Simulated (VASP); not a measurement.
Input of a VASP 6.6.1 run:

INCAR

```
SYSTEM = Si12H6C
PREC = Accurate
ENCUT = 520
EDIFF = 1E-6
ISMEAR = 0
SIGMA = 0.05
LREAL = Auto
LASPH = .TRUE.
NELM = 100
ALGO = Fast
ISIF = 2
LWAVE = .FALSE.
LCHARG = .FALSE.
LDIPOL = .TRUE.
IDIPOL = 3
DIPOL = 0.5 0.5 0.516
GGA = PE
NBANDS = 83
```

File KPOINTS:

```
regular mesh
0
G
  3 3 1
  0 0 0
```

POSCAR

```
Si12H6C
1.0
    7.6805938572      0.0000000000      0.0000000000
    0.0000000000      7.6805938572      0.0000000000
    0.0000000000      0.0000000000     22.8087500000
Si H C
24 12 2
Direct
    0.1089583717     -0.0000567664      0.6601218392
    0.1440792236      0.4999812607      0.6418013262
    0.4162167743      0.0000281228      0.6593675673
    0.4312762869      0.5000000093      0.6744401162
    0.0101529910      0.2460359232      0.6090205294
    0.0101600217      0.7539087612      0.6089936538
    0.4890679119      0.2599895317      0.6106556913
    0.4890640060      0.7400310582      0.6106684496
    0.2548276912      0.2490281397      0.5438891653
    0.2548547725      0.7509860705      0.5438839042
    0.7480503600      0.2533916044      0.5535017921
    0.7480293981      0.7466011231      0.5534991615
    0.2476442623      0.0000093743      0.4847479586
    0.2514977404      0.5000045662      0.4856248589
    0.7480675462     -0.0000014322      0.4926870170
    0.7523396117      0.4999958430      0.4907917795
   -0.0066032654     -0.0000002604      0.4284690744
   -0.0015561297      0.5000019623      0.4281502494
    0.5028540855      0.0000029946      0.4284762646
    0.5045068223      0.4999950618      0.4282545514
    0.0000000000      0.2499999395      0.3691565737
    0.0000000000      0.7499999488      0.3691565737
    0.5000000093      0.2499999395      0.3691565737
    0.5000000093      0.7499999488      0.3691565737
   -0.1510299882      0.2499999395      0.3288211761
    0.1510299882      0.2499999395      0.3288211761
   -0.1510299882      0.7499999488      0.3288211761
    0.1510299882      0.7499999488      0.3288211761
    0.3489700210      0.2499999395      0.3288211761
    0.6510299975      0.2499999395      0.3288211761
    0.3489700210      0.7499999488      0.3288211761
    0.6510299975      0.7499999488      0.3288211761
    0.1048918892      0.1148110441      0.7655203814
    0.1056380555     -0.1161731783      0.7652923111
    0.4164401945      0.1163680852      0.7644894174
    0.4172112287     -0.1150690971      0.7647258618
    0.1593810352     -0.0003123456      0.7436431194
    0.3624262722      0.0002730258      0.7430417274
```

Potentials or basis: VASP PAW PBE potentials, release 64 (Si, H, C).

Run with:

```bash
$ cat potpaw_PBE.64/Si/POTCAR potpaw_PBE.64/H/POTCAR potpaw_PBE.64/C/POTCAR > POTCAR
$ mpirun -np 1 vasp_std > vasp.out
```

Question: Predict the band gap on the k mesh.

Answer: 0.78 eV, indirect (least direct gap 0.85 eV).

Question: Predict the largest force.

Answer: 0.243 eV/Å.

Forces in eV/Å, atoms in the order of the input:
```
Si  -0.004 -0.001 -0.012
Si  -0.007  0.000 -0.004
Si   0.000  0.000 -0.014
Si   0.003  0.000 -0.004
Si   0.004  0.002 -0.002
Si   0.004 -0.002 -0.002
Si  -0.002 -0.003 -0.001
Si  -0.002  0.002 -0.001
Si   0.003  0.002 -0.001
Si   0.003 -0.001  0.000
Si   0.000  0.000  0.000
Si   0.001  0.000  0.000
Si   0.000  0.000  0.004
Si  -0.002  0.000  0.001
Si   0.000  0.000 -0.003
Si  -0.001  0.000  0.000
Si   0.000  0.000 -0.003
Si   0.002  0.000  0.004
Si   0.000  0.000  0.002
Si   0.001  0.000 -0.001
Si  -0.243 -0.012  0.011
Si  -0.243  0.012  0.011
Si   0.239 -0.007  0.018
Si   0.239  0.007  0.019
H    0.125  0.024 -0.043
H   -0.101 -0.034  0.033
H    0.125 -0.024 -0.043
H   -0.101  0.033  0.033
H    0.102 -0.001  0.031
H   -0.124 -0.010 -0.043
H    0.102  0.001  0.031
H   -0.124  0.009 -0.043
H   -0.009  0.019  0.009
H   -0.009 -0.019  0.008
H    0.009  0.018  0.009
H    0.009 -0.018  0.009
C   -0.016  0.001 -0.004
C    0.016  0.000 -0.009
```
